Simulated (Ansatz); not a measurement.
# C(100)-2x1, underside capped with H: a dynamics run in two tries

The task is a short trajectory. The slab cell is 2×2.

Program: Ansatz 0.2.0. Level of theory: DFT PBEsol, plane waves, PAW, scalar-relativistic, no spin polarisation. These are calculated values, not measurements.

**1. The structure to begin with**

The cell holds 28 atoms (C20H8): a = 5.049 Å, b = 5.049 Å, c = 17.165 Å, α = 90.00°, β = 90.00°, γ = 90.00°.

As a file:

```
H C
1.0
     5.04874    0.00000    0.00000
     0.00000    5.04874    0.00000
     0.00000    0.00000   17.16470
H C
8 20
Direct
  0.42779 0.00000 0.05826
  0.07221 0.00000 0.05826
  0.92779 0.00000 0.05826
  0.57221 0.00000 0.05826
  0.42779 0.50000 0.05826
  0.07221 0.50000 0.05826
  0.92779 0.50000 0.05826
  0.57221 0.50000 0.05826
  0.25000 0.00000 0.09524
  0.75000 0.00000 0.09524
  0.25000 0.50000 0.09524
  0.75000 0.50000 0.09524
  0.25000 0.25000 0.14723
  0.75000 0.25000 0.14723
  0.25000 0.75000 0.14723
  0.75000 0.75000 0.14723
  0.99932 0.23252 0.19224
  0.49948 0.24631 0.19567
  0.98922 0.76057 0.20511
  0.50744 0.74505 0.20360
  0.00681 0.99863 0.25286
  0.50901 0.01200 0.25710
  0.99216 0.46771 0.25617
  0.49166 0.46717 0.25299
  0.25271 0.09971 0.28837
  0.73935 0.10313 0.29524
  0.24734 0.37324 0.29265
  0.74549 0.37746 0.29301
```

**2. The run**

input.yaml reads:

```yaml
crystal:
  lattice:
    - [5.048742, 0.0, 0.0]
    - [0.0, 5.048742, 0.0]
    - [0.0, 0.0, 17.1647]
  atoms:
    - { symbol: H, position: [0.4277868, 0.0, 0.0582591] }
    - { symbol: H, position: [0.0722132, 0.0, 0.0582591] }
    - { symbol: H, position: [0.9277868, 0.0, 0.0582591] }
    - { symbol: H, position: [0.5722132, 0.0, 0.0582591] }
    - { symbol: H, position: [0.4277868, 0.5, 0.0582591] }
    - { symbol: H, position: [0.0722132, 0.5, 0.0582591] }
    - { symbol: H, position: [0.9277868, 0.5, 0.0582591] }
    - { symbol: H, position: [0.5722132, 0.5, 0.0582591] }
    - { symbol: C, position: [0.25, 0.0, 0.0952362] }
    - { symbol: C, position: [0.75, 0.0, 0.0952362] }
    - { symbol: C, position: [0.25, 0.5, 0.0952362] }
    - { symbol: C, position: [0.75, 0.5, 0.0952362] }
    - { symbol: C, position: [0.25, 0.25, 0.1472324] }
    - { symbol: C, position: [0.75, 0.25, 0.1472324] }
    - { symbol: C, position: [0.25, 0.75, 0.1472324] }
    - { symbol: C, position: [0.75, 0.75, 0.1472324] }
    - { symbol: C, position: [-0.00068329, 0.2325165, 0.1922408] }
    - { symbol: C, position: [0.49948481, 0.24630583, 0.195669] }
    - { symbol: C, position: [-0.01078295, 0.7605676, 0.20511252] }
    - { symbol: C, position: [0.50744447, 0.74505245, 0.20360384] }
    - { symbol: C, position: [0.00680973, -0.00137456, 0.25286119] }
    - { symbol: C, position: [0.50901035, 0.01200161, 0.25710202] }
    - { symbol: C, position: [-0.00784235, 0.46771153, 0.25617244] }
    - { symbol: C, position: [0.4916585, 0.46717046, 0.25299301] }
    - { symbol: C, position: [0.25270553, 0.09971355, 0.28836702] }
    - { symbol: C, position: [0.7393458, 0.10313037, 0.29524356] }
    - { symbol: C, position: [0.24733959, 0.37324104, 0.29265146] }
    - { symbol: C, position: [0.74549064, 0.37746162, 0.29301264] }
basis:
  ecutwfc: 420.0
kpoints:
  mp_grid: { grid: [2, 2, 1] }
hamiltonian:
  xc: pbesol
  pseudopotentials: { kind: paw, azcp: { folder: soft_1 } }
scf:
  occupations: { method: fermi_dirac, width: 0.02 }
  lower_state_search: "off"
  max_iter: 68
md:
  timestep: 0.5
  n_steps: 25
  ensemble: nvt_langevin
  temperature: 1800.0
  initial_velocities: maxwell_boltzmann
  seed: 490979
  friction: 0.005
  constraints: [{ sites: [0, 1, 2, 3, 4, 5, 6, 7, 8, 9, 10, 11, 12, 13, 14, 15] }]
  pressure: 1.0
```

Started as:

```sh
$ ansatz run input.yaml --threads 1 --pin off --max-ram 3072MiB --backend cpu --events-out ev --progress --plain --runs-dir out
```

**Question.** What will these runs give? Wanted: first try.

As calculated:

| quantity | value |
| --- | --- |
| first try | refused |
| cause | a pressure is typed for an ensemble at fixed volume, where nothing acts on it |

What this shows: The fault in the first input was caught at the input check and cost nothing.
